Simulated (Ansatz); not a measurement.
# Input and output of a self-consistent single point for ZrO2 (Fm-3m, 3 atoms in the cell) (Ansatz)

Method of the run: PBE (plane waves, PAW; Ansatz, a quantum-chemistry and plane-wave program).

Input as run:

Ansatz 0.2 input:
```yaml
crystal:
  lattice:
    - [0.000000, 2.557725, 2.557725]
    - [2.557725, 0.000000, 2.557725]
    - [2.557725, 2.557725, 0.000000]
  atoms:
    - { symbol: Zr, position: [0.000000, 0.000000, 0.000000] }
    - { symbol: O, position: [0.250000, 0.250000, 0.250000] }
    - { symbol: O, position: [0.750000, 0.750000, 0.750000] }
basis:
  ecutwfc: 30.9 Ry
kpoints:
  mp_grid: { grid: [8, 8, 8] }
hamiltonian:
  xc: pbe
  pseudopotentials: { kind: paw }
scf:
  occupations: { method: fermi_dirac, width: 0.0007 Ry }
output:
  forces: true
  eigenvalues: true
  stress: true
```

Output (repeated stretches shortened):

```
WARN ansatz: RAYON_NUM_THREADS=1 ignored (pool sized by the plan → 1); use --threads N
Pseudopotentials: kind: paw
Pseudopotential: Zr, paw, valence charge 12
Pseudopotential: O, paw, valence charge 6
Crystal: 3 atoms, lattice volume = 33.465 Å³
Basis set: ecut = 420.4159175005146 eV, 645 PW (Γ), exchange–correlation on 50×50×50 points (8 copies of the dense FFT grid, shifted against one another)
Bands: 16, of which v1, the nominal top of the filled ones, is band 12 counted from 1 (11 counted from 0)
Symmetry: 48 space group operations
Space group: Fm-3m (ITA 225), of the structure as read, at distance tolerance 3.2e-5 Å
k-points: 29 of 512
Initial density: superposition of atomic densities (neutral atoms: chi_scale 0, normalization atom), corrected by the library's trained network
Initial wavefunctions: pseudopotential atomic-orbital guess
Eigensolver: davidson
Functional: x = pbe(κ = 0.804, μ = 0.2195149727645171), c = pbe(β = 0.06672455060314922)
SCF iter   1: F=—  HF=-5323.820623 eV  |F-HF|=—  |Δ(HF+E_count)|=         —  Δρ=2.19e-3  dr2=1.13e-3  ethr=1.77e-3  ⟨swp⟩=6.0  Hψ=2196  notcnv=0
all-band conjugate gradients solve this SCF's bands
preconditioner: auto → none
SCF iter   2: F=—  HF=-5323.820477 eV  |F-HF|=—  |Δ(HF+E_count)|=   1.46e-4  Δρ=1.54e-3  dr2=6.40e-4  ethr=4.71e-6  ⟨swp⟩=2.1  Hψ=1155  notcnv=0
SCF iter   3: F=—  HF=-5323.820347 eV  |F-HF|=—  |Δ(HF+E_count)|=   1.31e-4  Δρ=5.70e-4  dr2=1.80e-5  ethr=2.66e-6  ⟨swp⟩=2.0  Hψ=755  notcnv=0
SCF iter   4: F=—  HF=-5323.820500 eV  |F-HF|=—  |Δ(HF+E_count)|=   1.53e-4  Δρ=1.66e-4  dr2=1.64e-6  ethr=7.49e-8  ⟨swp⟩=2.0  Hψ=768  notcnv=0
iter 5 did not close the SCF: its close was put off for the readings that it lacked (scf_convergence_deferred on its scf_iter line)
SCF iter   5: F=-5323.820508 eV  HF=-5323.820507 eV  |F-HF|=4.16e-8  |Δ(HF+E_count)|=   7.43e-6  Δρ=1.29e-5  dr2=1.66e-8  ethr=6.82e-9  ⟨swp⟩=2.0  Hψ=826  notcnv=0
SCF iter   6: F=-5323.820508 eV  HF=-5323.820508 eV  |F-HF|=1.06e-9  |Δ(HF+E_count)|=   5.07e-8  Δρ=2.71e-6  dr2=1.68e-9  ethr=6.93e-11  ⟨swp⟩=2.0  Hψ=1643  notcnv=0
SCF 1 converged in 6 iterations: F = -5323.820508 eV  dr2 = 1.68e-9
SCF converged after 6 iterations
Free energy (F): -5323.820508 eV
Harris-Foulkes:  -5323.820508 eV  (|F-HF|=1.06e-9)
Internal energy: -5323.820508 eV  (E = F + TS)
E sigma→0 (E₀):  -5323.820508 eV
Fermi energy:    13.571194 eV
--- Per-component energies (eV) ---
  E_band       = -66.567952
  E_kinetic    = 686.608172
  E_local      = -1151.503203  (includes V_loc(G=0)·N_el)
  E_nonlocal   = 171.106686
  E_hartree    = 379.803670
  E_xc         = -311.773505
  E_vxc        = -382.585786  (∫ρ·V_xc dr)
  E_paw        = -3268.715240  (= ΣΔE_a)
  E_vpaw       = -149.805247  (= ΣTr[D̂ρ^β])
  E_aug_tail   = 0.004985  (compensation charges beyond the density's cutoff)
  E_ewald      = -1829.352072
  E_smearing   = -0.000000  (= −TS)
  E_closure    = 0.000000  (closes the sum)
  Σ components = -5323.820508   (vs F -5323.820508, Δ=0.00e0)
--- Forces (eV/Å), atoms counted from 1 ---
  atom   1  Zr    -0.00000000     0.00000000    -0.00000000
   [... zero for the other atoms too ...]
  max |Σ_I F_I| component: 4.63e-18 eV/Å
--- Stress (GPa, compression-positive) ---
        0.055488       0.000000      -0.000000
        0.000000       0.055488       0.000000
        0.000000      -0.000000       0.055488
  P = ⅓ Tr σ = 0.0555 GPa (0.555 kbar)
  The stress holds the Pulay correction. Without it, at fixed plane waves, as pw.x and ABINIT print it: P = -0.6118 GPa
--- Band table (eV; the first three rows and the last of 29) ---
  k-point 0: bands = ["-36.2424", "-14.0594", "-14.0594", "-14.0594", "-6.2159", "-3.7103", "6.7654", "6.7654", "6.7654", "11.3826", "11.3826", "11.3826", "15.2282", "15.2282", "18.3792", "21.0940"]
  k-point 1: bands = ["-36.2361", "-14.1629", "-14.0691", "-14.0691", "-6.0080", "-3.8609", "6.9129", "6.9129", "7.1721", "11.0164", "11.1101", "11.1101", "15.5038", "15.5038", "18.8487", "20.5945"]
  k-point 2: bands = ["-36.2208", "-14.3973", "-14.0924", "-14.0924", "-5.5558", "-4.1359", "7.2759", "7.2759", "8.1354", "10.2869", "10.6284", "10.6284", "15.9004", "15.9004", "18.6269", "20.4615"]
  k-point 28: bands = ["-36.1847", "-14.4965", "-14.4965", "-14.2265", "-4.5180", "-4.5180", "7.2328", "7.3123", "9.5590", "9.5590", "10.5515", "11.7131", "16.2878", "16.4162", "18.0692", "18.0692"]
```

The run converged in 6 iterations.

The starting cell has typed, rounded lattice constants, without a prior relaxation at this level. Its lattice was rescaled by up to half a per cent. Ansatz's pressure includes its estimate of the finite-basis (Pulay) stress. Without the estimate this run gives -0.61 GPa.
